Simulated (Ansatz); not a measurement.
# SnO under changes of volume

One of the cells (17.769 Å³/atom); the others are scaled copies at fixed shape and fractional positions:

```
CELL_PARAMETERS angstrom
3.81370 0.00000 0.00000
0.00000 3.81370 0.00000
0.00000 0.00000 4.88691
ATOMIC_POSITIONS crystal
Sn 0.50000 0.00000 0.76463
Sn 0.00000 0.50000 0.23537
O 0.00000 0.00000 0.00000
O 0.50000 0.50000 0.00000
```

The cell is a database's computed one.

* Program: Ansatz 0.2.0
* Functional: PBEsol
* Potentials or basis: all-electron LAPW, scalar-relativistic
* Cutoff: 318 eV (chosen from the basis error)
* Basis error allowed: 0.002 eV/atom
* k mesh: 7 × 7 × 6
* Occupations: fermi-dirac, width 0.05 eV
* Spin: no spin polarisation

| volume (Å³/atom) | energy over the lowest point (meV/atom) | pressure (GPa) | gap on the mesh (eV) | largest force (eV/Å) |
| --- | --- | --- | --- | --- |
| 16.703 | ? | ? | ? | ? |
| 17.058 | 6.45 | 3.6 | 0.21 | 0.666 |
| 17.414 | 0.95 | 1.4 | 0.28 | 0.356 |
| 17.769 | 0.00 | -0.6 | 0.36 | 0.071 |
| 18.125 | 3.21 | -2.3 | 0.42 | 0.194 |
| 18.480 | 10.11 | -3.9 | 0.49 | 0.439 |
| 18.835 | 20.33 | -5.3 | 0.55 | 0.667 |

Task: What does the run at 16.703 Å³/atom give?

Result: Energy over the lowest point 17.05 meV/atom; pressure 6.0 GPa; gap on the mesh 0.13 eV; largest force 1.003 eV/Å.

Worked out: A Birch-Murnaghan fit of order 3 (a polynomial in V^(-2/3)) to the other rows has its minimum at 17.67 Å³/atom with B0 = V·E''(V) = 95 GPa and B' = 4.2 at fixed shape and positions, which overstates the stiffness. It gives 17.03 meV/atom at 16.703 Å³/atom, against the run's 17.05, and -dE/dV = 6.0 GPa, against 6.0. A straight line through the other rows of the gap, of slope 3.45 eV per unit of ln V, extrapolates to 0.14 eV, against the run's 0.13.

Energies are extrapolated to zero smearing.

Caveats: spin-orbit coupling is left out, which moves the levels of the heavy elements; an odd mesh through Γ misses points on the zone boundary, where band edges often lie; forces of over 1 eV/Å show positions far from the minimum, so gaps and moduli don't describe the material at rest (some runs).
